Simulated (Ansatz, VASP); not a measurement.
## BN in VASP and in Ansatz

The input INCAR:

```
  PREC = Accurate
  ENCUT = 520
  EDIFF = 1E-7
  ISMEAR = 0
  SIGMA = 0.01
  LREAL = F
  LASPH = T
  NELM = 80
  ALGO = Normal
  ISIF = 2
  LWAVE = F
  LCHARG = F
  GGA = CA
  NBANDS = 11
```

KPOINTS

```
Automatic mesh
0
Gamma
  8 8 6
```

POSCAR

```
BN
1.0
    2.5080410000      0.0000000000      0.0000000000
   -1.2467110000      2.1762310000      0.0000000000
   -0.6306650000     -1.0881160000      3.0225400000
B N
1 1
Direct
    0.9916045269      0.9834990000      0.0018060000
    0.6685060000      0.3323850000      0.9849990000
```

Input for Ansatz:

```yaml
crystal:
  lattice:
    - [2.508041, 0.0, 0.0]
    - [-1.246711, 2.176231, 0.0]
    - [-0.630665, -1.088116, 3.02254]
  atoms:
    - { symbol: B, position: [0.991604526944735, 0.983499, 0.001806] }
    - { symbol: "N", position: [0.668506, 0.332385, 0.984999] }
kpoints:
  mp_grid:
    grid: [8, 8, 6]
    shift: [0.0, 0.0, 0.0]
hamiltonian:
  xc: lda
scf:
  occupations:
    method: fixed
output:
  polarization:
    string_points: 10
```

The cell comes from a database or a generator and needn't be the stable form of this composition.

Alike in both runs: task single point; functional LDA; k mesh 8 × 8 × 6; no spin polarisation.

|  | VASP | Ansatz |
| --- | --- | --- |
| version | VASP 6.6.1 | Ansatz 0.2.0 |
| potentials or method | VASP PAW LDA potentials, release 64 (B, N) | plane waves, PAW |
| plane-wave cutoff (eV) | 520 | 420 |
| occupations | gaussian, width 0.01 eV | fixed |
| valence electrons in the cell | 8 | 8 |

```tsv
	VASP	Ansatz	Ansatz less VASP
gap on the k mesh at the Fermi level (eV)	2.79	2.80	+0.019
```

Caveats: forces of over 1 eV/Å show positions far from the minimum, so gaps and moduli don't describe the material at rest. A k mesh can miss the band edges.
